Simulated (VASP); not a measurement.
# ZnGe2N2 (P-3m1) in VASP: single point with r2SCAN

Aim: the single point of ZnGe2N2 with r2SCAN.

Everything below comes from runs of VASP 6.6.1. Logs are shortened: lines on timing, memory, paths and dates and some standing lists are left out, and cuts for length are marked.

## (1) The structure

It takes space group P-3m1 (No. 164, trigonal). The conventional cell has a = 3.050 Å, b = 3.050 Å, c = 8.906 Å, α = 90.00°, β = 90.00°, γ = 120.00°. Zn (site symmetry -3m) has 6 N at 2.26 Å as nearest neighbours. Around Ge (site symmetry 3m) lie 3 N at 2.09 Å. Around N (site symmetry 3m) lie 3 Ge at 2.09 Å and 3 Zn at 2.26 Å.

The cell was built by a generator and needn't be a form met in nature.

## (2) Single point, r2SCAN

INCAR

```
SYSTEM = ZnGe2N2
PREC = Accurate
ENCUT = 520
EDIFF = 1E-6
ISMEAR = 0
SIGMA = 0.03
LREAL = .FALSE.
LASPH = .TRUE.
NELM = 150
ALGO = Normal
ISIF = 2
LWAVE = .FALSE.
LCHARG = .FALSE.
METAGGA = R2SCAN
LMIXTAU = .TRUE.
KPAR = 4
```

KPOINTS

```
regular mesh
0
G
  10 10 4
  0 0 0
```

POSCAR

```
ZnGe2N2                                 
1.0
    3.0495624080     -0.0000000000     -0.0000000000
   -1.5247811990      2.6409985171      0.0000000000
   -0.0000000000      0.0000000000      8.9056405992
  Zn              Ge              N             
     1     2     2
Direct
     1.0000000000000000    0.0000000000000000    0.0000000000000000
     0.6666666699999979    0.3333333300000021    0.2861947536352039
     0.3333333300000021    0.6666666699999979    0.7138052463647961
     0.3333333300000021    0.6666666699999979    0.1589826488128582
     0.6666666699999979    0.3333333300000021    0.8410173511871418
```

Potentials or basis: VASP PAW PBE potentials, release 64 (Zn, Ge_d, N).

The run is started by

```bash
$ cat potpaw_PBE.64/Zn/POTCAR potpaw_PBE.64/Ge_d/POTCAR potpaw_PBE.64/N/POTCAR > POTCAR
$ mpirun -np 4 vasp_std > vasp.out
```

OUTCAR:

```text
SYSTEM = ZnGe2N2
   PREC = Accurate
   ENCUT = 520
   EDIFF = 1E-6
   ISMEAR = 0
   LREAL = .FALSE.
   LASPH = .TRUE.
   NELM = 150
   ISIF = 2
   METAGGA = R2SCAN

 ion  position               nearest neighbor table
   1  0.000  0.000  0.000-   4 2.26   5 2.26   4 2.26   5 2.26   5 2.26   4 2.26
   2  0.667  0.333  0.286-   4 2.09   4 2.09   4 2.09
   3  0.333  0.667  0.714-   5 2.09   5 2.09   5 2.09
   4  0.333  0.667  0.159-   2 2.09   2 2.09   2 2.09   1 2.26   1 2.26   1 2.26
   5  0.667  0.333  0.841-   3 2.09   3 2.09   3 2.09   1 2.26   1 2.26   1 2.26

  LATTYP: Found a hexagonal cell.
 ALAT       =     3.0495624080
 C/A-ratio  =     2.9203011474

  Lattice vectors:

 A1 = (   3.0495624080,   0.0000000000,   0.0000000000)
 A2 = (  -1.5247811990,   2.6409985171,   0.0000000000)
 A3 = (   0.0000000000,   0.0000000000,   8.9056405992)

Analysis of symmetry for initial positions (statically):
=====================================================================
 Subroutine PRICEL returns:
 Original cell was already a primitive cell.

 Routine SETGRP: Setting up the symmetry group for a
 hexagonal supercell.

 Subroutine GETGRP returns: Found 12 space group operations
 (whereof 12 operations were pure point group operations)
 out of a pool of 24 trial point group operations.

The static configuration has the point symmetry D_3d.

Analysis of symmetry for dynamics (positions and initial velocities):
=====================================================================
 Subroutine PRICEL returns:
 Original cell was already a primitive cell.

 Routine SETGRP: Setting up the symmetry group for a
 hexagonal supercell.

 Subroutine GETGRP returns: Found 12 space group operations
 (whereof 12 operations were pure point group operations)
 out of a pool of 24 trial point group operations.

The dynamic configuration has the point symmetry D_3d.

 Subroutine INISYM returns: Found 12 space group operations
 (whereof 12 operations are pure point group operations),
 and found     1 'primitive' translations

----------------------------------------------------------------------------------------

                                     Primitive cell

  volume of cell :      71.7250

  direct lattice vectors                    reciprocal lattice vectors
     3.049562408  0.000000000  0.000000000     0.327915899  0.189322332  0.000000000
    -1.524781199  2.640998517  0.000000000     0.000000000  0.378644665  0.000000000
     0.000000000  0.000000000  8.905640599     0.000000000  0.000000000  0.112288385
[... 94 lines left out ...]
   IBRION =     -1    ionic relax: 0-MD 1-quasi-New 2-CG
   NFREE  =      0    steps in history (QN), initial steepest desc. (CG)
   ISIF   =      2    stress and relaxation
   ISYM   =      2    0-nonsym 1-usesym 2-fastsym
   POTIM  = 0.5000    time-step for ionic-motion
   TEBEG  =    0.0;   TEEND  =   0.0 temperature during run
   PSTRESS=    0.0 pullay stress
   NELECT =      50.0000    total number of electrons
   NUPDOWN=      -1.0000    fix difference up-down
   EMIN   =  10.00;   EMAX   =-10.00  energy-range for DOS
   EFERMI =   0.00;   METHOD = LEGACY
   ISMEAR =     0;   SIGMA  =   0.03  broadening in eV -4-tet -1-fermi 0-gaus
   EFERMI_NEDOS =   21; number of points for ismear=-14 and -15
   IALGO  =     38    algorithm
   IMIX   =      4    mixing-type and parameters
     AMIX     =   0.40;   BMIX     =  1.00
     AMIX_MAG =   1.60;   BMIX_MAG =  1.00
  volume/ion in A,a.u.               =      14.35        96.80
  Fermi-wavevector in a.u.,A,eV,Ry     =   1.451581  2.743090 28.668657  2.107087
  Thomas-Fermi vector in A             =   2.569062
   LORBIT       =      0    0 simple, 1 ext, 2 COOP (PROOUT), +10 PAW based schemes
   METAGGA = R2SCAN    functional components
   LHFCALC =     F    Hartree Fock is set to
   AEXX    =    0.0000 exact exchange contribution
   IVDW    =     0    specifies the selected vdW correction
   LEPSILON=     F    determine dielectric tensor
   LRPA    =     F    only Hartree local field effects (RPA)
 non-spin polarized calculation
 Gauss-broadening in eV      SIGMA  =   0.03
  energy-cutoff  :      520.00
  volume of cell :       71.73
 maximum number of plane-waves:      1953
 NGX is ok and might be reduce to    24
   NGX = 11   NGY = 11   NGZ = 33

 number of electron      49.9999993 magnetization

 Free energy of the ion-electron system (eV)
  ---------------------------------------------------
  ext. energy  EPLUGINS =         0.00000000
  ---------------------------------------------------
  free energy    TOTEN  =       -53.67064513 eV

  energy without entropy =      -53.67064513  energy(sigma->0) =      -53.67064513

 E-fermi :   4.3648     XC(G=0): -11.6713

 val. band max:        4.2026085412   @ k =   0.1000   0.1000   0.0000
 cond. band min:       5.4458065271   @ k =   0.4000   0.0000   0.2500
 fundamental gap:      1.2431979859
 Fermi energy:         4.3648431246

 k-point     1 :       0.0000    0.0000    0.0000
  band No.  band energies     occupation
      1     -20.6324      2.00000
      2     -20.6324      2.00000
      3     -20.6323      2.00000
      4     -20.6323      2.00000
      5     -20.5263      2.00000
      6     -20.5248      2.00000
[... 781 lines left out ...]
     29       9.9941      0.00000
     30      11.4109      0.00000

 [... further k-points ...]

------------------------ aborting loop because EDIFF is reached ----------------------------------------

  FORCE on cell =-STRESS in cart. coord.  units (eV):
  Direction    XX          YY          ZZ          XY          YZ          ZX
  --------------------------------------------------------------------------------------
  -------------------------------------------------------------------------------------
  Total       -1.7243358     -1.7243358     -1.7331700     -0.0000000      0.0000000      0.0000000
  in kB      -38.5178103    -38.5178103    -38.7151463     -0.0000001      0.0000000      0.0000000
  external PRESSURE =     -38.5835890 kB  Pullay stress =       0.0000000 kB

 VOLUME and BASIS-vectors are now :
 -----------------------------------------------------------------------------
  energy-cutoff  :      520.00
  volume of cell :       71.73
      direct lattice vectors                 reciprocal lattice vectors
     3.049562408  0.000000000  0.000000000     0.327915899  0.189322332  0.000000000
    -1.524781199  2.640998517  0.000000000     0.000000000  0.378644665  0.000000000
     0.000000000  0.000000000  8.905640599     0.000000000  0.000000000  0.112288385

 POSITION                                       TOTAL-FORCE (eV/Angst)
 -----------------------------------------------------------------------------------
      0.00000      0.00000      0.00000         0.000000      0.000000      0.000000
      1.52478      0.88033      2.54875        -0.000000      0.000000     -0.402075
     -0.00000      1.76067      6.35689         0.000000      0.000000      0.402075
     -0.00000      1.76067      1.41584         0.000000     -0.000000      0.107715
      1.52478      0.88033      7.48980        -0.000000      0.000000     -0.107715
 -----------------------------------------------------------------------------------
    total drift:                               -0.000000      0.000000      0.000000

  FREE ENERGIE OF THE ION-ELECTRON SYSTEM (eV)
  ---------------------------------------------------
  free  energy   TOTEN  =       -53.6706451252 eV

  energy  without entropy=      -53.6706451252  energy(sigma->0) =      -53.67064513
```

OSZICAR:

```text
N       E                     dE             d eps       ncg     rms          rms(c)
DAV:   1     0.445530552039E+03    0.44553E+03   -0.25647E+04  3468   0.418E+03
DAV:   2     0.229056718877E+02   -0.42262E+03   -0.40801E+03  3048   0.841E+02
[... 15 lines left out ...]
DAV:  18    -0.536706500627E+02   -0.57283E-04   -0.32267E-05  3070   0.371E-02    0.690E-03
DAV:  19    -0.536706478390E+02    0.22237E-05   -0.30509E-06  3078   0.204E-02    0.371E-03
DAV:  20    -0.536706445924E+02    0.32466E-05   -0.36879E-06  2978   0.158E-02    0.227E-03
DAV:  21    -0.536706469817E+02   -0.23893E-05   -0.22919E-07  2010   0.527E-03    0.179E-03
DAV:  22    -0.536706454854E+02    0.14963E-05   -0.82626E-08  1956   0.572E-03    0.129E-03
DAV:  23    -0.536706451252E+02    0.36014E-06   -0.13223E-07  1896   0.292E-03
   1 F= -.53670645E+02 E0= -.53670645E+02  d E =-.861469E-16
```

stdout:

```text
POSCAR found type information on POSCAR ZnGeN
 POSCAR found :  3 types and       5 ions
 scaLAPACK will be used
 -----------------------------------------------------------------------------
|                                                                             |
|                                                                             |
|     You enforced a specific xc type in the INCAR file but a different       |
|     I HOPE YOU KNOW WHAT YOU ARE DOING!                                     |
|                                                                             |
 -----------------------------------------------------------------------------

 LDA part: xc-table for (None), standard interpolation
 POSCAR, INCAR and KPOINTS ok, starting setup
 FFT: planning ... GRIDC
 FFT: planning ... GRID_SOFT
 FFT: planning ... GRID
 WAVECAR not read
 entering main loop
```

Run time: 3.2 min. Hardware: 4 MPI ranks of Intel Xeon Platinum 8259CL at 2.50GHz (Skylake/Cascade Lake), shared host; peak memory 0.26 GiB.

Results:

```
Free energy            : -53.6706 eV
Pressure               : -3.9 GPa
Largest force          : 0.402 eV/Å
Band gap on the k mesh : 1.24 eV, indirect (least direct gap 1.74 eV)
```

Forces on the atoms (eV/Å):
```
Zn   0.000  0.000  0.000
Ge   0.000  0.000 -0.402
Ge   0.000  0.000  0.402
N    0.000  0.000  0.108
N    0.000  0.000 -0.108
```

Levels at points of the mesh, in eV from the valence-band top:
| k point | band 22 | band 23 | band 24 | band 25 | band 26 | band 27 | band 28 | band 29 |
| --- | --- | --- | --- | --- | --- | --- | --- | --- |
| (0.00, 0.00, 0.00) | -1.36 | -1.02 | -1.02 | -0.30 | 2.20 | 3.93 | 7.33 | 8.19 |
| (0.50, 0.00, 0.00) | -3.06 | -2.16 | -2.06 | -1.24 | 1.41 | 2.18 | 4.67 | 5.09 |
| (0.00, 0.00, 0.50) | -1.36 | -1.36 | -1.02 | -1.02 | 3.13 | 3.58 | 7.61 | 8.15 |
| (0.50, 0.00, 0.50) | -3.06 | -2.23 | -2.16 | -1.21 | 1.36 | 2.79 | 3.65 | 6.25 |

Caveat: the PAW data sets were made with another functional, which shifts forces and pressure a little. r2SCAN opens gaps a little over a GGA but as a rule still falls short of measured ones.
